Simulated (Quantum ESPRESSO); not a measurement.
# Si2W: equation of state with PBE

Crystal: Si2W.

```
W Si
1.0
    -1.60690    1.60690    3.91495
     1.60690   -1.60690    3.91495
     1.60690    1.60690   -3.91495
W Si
1 2
Direct
  0.00000 0.00000 0.00000
  0.66530 0.66530 0.00000
  0.33470 0.33470 0.00000
```

* Program: Quantum ESPRESSO 7.5
* Task: equation of state
* Functional: PBE
* Potentials or basis: SSSP 1.3 efficiency PBE
* Cutoff: 748 eV
* Density cutoff: 5987 eV
* k mesh: 12 × 12 × 12
* Occupations: fermi-dirac, width 0.05 eV
* Spin: no spin polarisation

```
Equilibrium volume                        : 13.68 Å³/atom
Bulk modulus at fixed shape and positions : 221 GPa
Pressure derivative of the bulk modulus   : 4.4
```

Energy against volume, from the lowest point:
| volume (Å³/atom) | energy (meV/atom) |
| --- | --- |
| 12.670 | 59.55 |
| 12.939 | 30.83 |
| 13.209 | 11.98 |
| 13.479 | 2.00 |
| 13.748 | 0.00 |
| 14.018 | 5.16 |
| 14.287 | 16.76 |

All runs of the series together: 4.7 min on 2 threads of AMD EPYC 9R45 96-Core Processor (Zen 5) (shared host).

Caveat: the cell was scaled at fixed shape and fractional positions, which overstates the stiffness of a crystal with free parameters, most of all of layers and chains. Spin-orbit coupling is left out, which matters for the levels of W.
